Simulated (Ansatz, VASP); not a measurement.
# Two plane-wave programs on TePb

```
Te Pb
1.0
     0.00000    3.23100    3.23100
     3.23100    0.00000    3.23100
     3.23100    3.23100    0.00000
Te Pb
1 1
Direct
  0.50000 0.50000 0.50000
  0.00000 0.00000 0.00000
```

Alike in both runs: task single point; functional PBE; k mesh 5 × 5 × 5; no spin polarisation.

|  | VASP | Ansatz |
| --- | --- | --- |
| version | VASP 6.6.1 | Ansatz 0.2.0 |
| potentials or method | VASP PAW PBE potentials, release 64 (Te, Pb_d) | plane waves, PAW |
| plane-wave cutoff (eV) | 520 | 420 |
| occupations | gaussian, width 0.01 eV | fixed |
| valence electrons in the cell | 20 | 30 |

```tsv
	VASP	Ansatz	Ansatz less VASP
pressure (GPa)	2.1	2.1	+0.04
```

The two sets of potentials don't hold the same shells in valence.

Spin-orbit coupling is left out, which matters for the levels of Pb, Te.
